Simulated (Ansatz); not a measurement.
CrCuO₂ (R-3m); volume scaled by 0.82.

```xyz
4
Lattice="1.3915 0.8034 5.3351 -1.3915 0.8034 5.3351 0.0000 -1.6068 5.3351" Properties=species:S:1:pos:R:3 pbc="T T T"
Cr    0.0000    0.0000    8.0027
Cu    0.0000    0.0000    0.0000
O     0.0000    0.0000    1.7273
O     0.0000    0.0000   14.2781
```

The reference geometry is a structure as deposited in COD; nothing is relaxed.

Settings: PBEsol, 11×11×11 k mesh, Fermi–Dirac smearing of 0.08 eV. PAW means Ansatz 0.2.0 on its default frozen-core files. Site moments are integrated in spheres about the atoms. Start moments (μB): Cr1 3.

Iteration by iteration:

```csv
iteration,Harris–Foulkes energy less the last (meV),density residual (eV),M (μB),∫|m| (μB)
1,346.335,1.4e+00,2.7398,2.7658
2,226.501,4.1e-01,2.8745,2.8883
3,98.796,1.3e-01,2.9247,2.9355
4,49.489,9.1e-02,2.9449,2.9547
5,-17.295,7.2e-02,2.9830,2.9928
6,-1.409,8.2e-03,2.9832,2.9930
7,-1.121,5.0e-03,2.9826,2.9922
8,-0.229,6.5e-04,2.9838,2.9934
9,-0.078,5.1e-05,2.9839,2.9935
10,-0.001,3.5e-05,2.9839,2.9935
11,0.000,1.4e-06,2.9839,2.9935
12,0.000,2.7e-07,2.9839,2.9935
13,0.000,2.8e-08,2.9839,2.9935
```

Site moments (μB): Cr1 2.19, Cu2 0.03, O3 0.04, O4 0.04. Cell moment 2.98 μB.

The PAW files were made with PBE; the program remakes their cores once for the run's functional and then keeps them frozen. The Ansatz runs typed with the search for lower states off end where their start leads. These are results for the start and cell typed. The real compound can order otherwise, in a larger cell, or not at all, since semilocal functionals at zero temperature often overstate magnetism.
